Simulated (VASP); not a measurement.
Here is a VASP 6.6.1 calculation.

File INCAR:

```
PREC = Accurate
ENCUT = 600
EDIFF = 1E-6
ISMEAR = -1
SIGMA = 0.05
LREAL = F
LASPH = T
NELM = 80
ALGO = Fast
ISIF = 3
LWAVE = F
LCHARG = F
IBRION = 2
NSW = 60
EDIFFG = -0.01
```

The input KPOINTS:

```
Automatic mesh
0
Gamma
  7 7 7
```

File POSCAR:

```
Nb
1.0
    2.7196400000      0.0000000000      0.0000000000
    0.0000000000      2.7196400000      0.0000000000
    0.0000000000      0.0000000000      2.7196400000
Nb
1
Direct
    0.5000000000      0.5000000000      0.5000000000
```

Potentials or basis: VASP PAW LDA potentials, release 64 (Nb_sv).

Run with:

```bash
$ cat potpaw_LDA.64/Nb_sv/POTCAR > POTCAR
$ mpirun -np 1 vasp_std > vasp.out
```

Problem. Predict the space group after relaxing (to 0.05 Å).

Solution. Pm-3m (No. 221).

Problem. What does it give for the relaxed volume?

Solution. 18.91 Å³/atom.

Problem. What does it give for the relaxed cell?

Solution. a = 2.664 Å, b = 2.664 Å, c = 2.664 Å, α = 90.00°, β = 90.00°, γ = 90.00°.

Final structure:
```cif
data_structure
_symmetry_space_group_name_H-M 'P 1'
_symmetry_Int_Tables_number 1
_cell_length_a 2.6640
_cell_length_b 2.6640
_cell_length_c 2.6640
_cell_angle_alpha 90.000
_cell_angle_beta 90.000
_cell_angle_gamma 90.000
_cell_volume 18.91
loop_
_atom_site_label
_atom_site_type_symbol
_atom_site_fract_x
_atom_site_fract_y
_atom_site_fract_z
_atom_site_occupancy
Nb1 Nb 0.50000 0.50000 0.50000 1
```
